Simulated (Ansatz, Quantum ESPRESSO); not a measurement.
**GaAs1-xPx: cell size against composition**

Does the cell follow a straight line between the end members?

Calculated with Quantum ESPRESSO 7.5, PBEsol, GBRV 1.5 ultrasoft potentials, cutoff 680 eV, Fermi–Dirac smearing 0.02 eV, k-mesh 4×4×4, no spin polarisation, no spin-orbit coupling.

Each composition is one ordered cell of the zinc blende structure with 8 sites to fill (x is the share of P on the As sites), chosen so that its near-neighbour pairs are as close to random as the cell allows, with cell and atoms relaxed. The cell at x = 0.125: a = 7.9667 Å, b = 7.9667 Å, c = 7.9667 Å, α = 60.00°, β = 60.00°, γ = 60.00°.

| x | formula | space group | volume for each atom (Å³) |
| --- | --- | --- | --- |
| 0 | GaAs | F-43m | 22.691 |
| 0.125 | Ga8As7P | F-43m | 22.346 |
| 0.375 | Ga8As5P3 | R3m | 21.676 |
| 0.5 | Ga2AsP | Ima2 | 21.343 |
| 0.625 | Ga8As3P5 | R3m | 21.024 |
| 0.75 | Ga4AsP3 | Amm2 | 20.704 |
| 0.875 | Ga8AsP7 | F-43m | 20.388 |
| 1 | GaP | F-43m | 20.079 |

**Question.** Fit the trend and give the value at x = 0.25, a row left out above.

The law is y = (1 − x) y0 + x y1 − b x(1 − x). With w = x(1 − x) and δ the distance of each inner row from the straight line, b = −Σδw/Σw².

| x | w | δ |
| --- | --- | --- |
| 0.125 | 0.1094 | −0.018 |
| 0.375 | 0.2344 | −0.036 |
| 0.5 | 0.2500 | −0.042 |
| 0.625 | 0.2344 | −0.034 |
| 0.75 | 0.1875 | −0.028 |
| 0.875 | 0.1094 | −0.017 |

Σδw = −0.03609 and Σw² = 0.2314, so b = 0.156 Å³. At x = 0.25 the law gives 22.009 Å³. The run itself gives 22.006 Å³, so the estimate misses by 0.003 Å³; the fitted rows themselves lie up to 0.003 Å³ off the law.

At x = 0.5 the bowing term is 0.18 % of the value there, against 11.5 % between the ends, so the straight line holds well.

One small ordered cell stands for each composition, so a random alloy may differ.

The same fit over all rows at other levels or in other programs gives b = 0.155 Å³ with PBEsol (Ansatz) and 0.127 Å³ with r2SCAN (Ansatz).
